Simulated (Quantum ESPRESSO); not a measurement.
Runs of Quantum ESPRESSO 7.5 on Te2Mo. Symmetry: P6_3/mmc, No. 194, hexagonal system. The conventional cell has a = 3.518 Å, b = 3.518 Å, c = 13.974 Å, α = 90.00°, β = 90.00°, γ = 120.00°. Around Te (site symmetry 3m) lie 3 Mo at 2.72 Å. Mo (site symmetry -6m2) is surrounded by 6 Te at 2.72 Å. 

```tsv
start of the occupations	nosym	SCF threshold	gap on the mesh (eV)	moment (μB)	largest force (eV/Å)
random8	yes	1.5e-06 Ry	none	1.56	0.23
random2	yes	1.5e-06 Ry	-	2.22	0.70
random3	yes	1.5e-06 Ry	none	2.51	0.53
random1	yes	1.5e-06 Ry	-	1.33	0.21
crystal_field	yes	1.5e-06 Ry	none	(a)	0.40
atomic	-	2.4e-07 Ry	none	(b)	1.12
```

Alike in all rows: task single point; level PBEsol+U; potentials or basis GBRV 1.5 PBEsol; spin collinear, ferromagnetic start; Mo d U = 5 eV; cell as given; k mesh 3 × 3 × 1; cutoff (eV) 612; smearing gaussian 0.05 eV; the mesh is coarse, so values aren't converged.

Task: Estimate the missing entries.

Result: (a) 2.41; (b) 4.00.

Caveats: all runs use coarse meshes; the U is typed as a test and isn't derived for this compound; forces of over 1 eV/Å show positions far from the minimum, so gaps and moduli don't describe the material at rest (some runs).

A k mesh can miss the band edges, and the runs leave out spin-orbit coupling on Mo, Te.

A gap of «none» marks a metal or a gap under the smearing width.
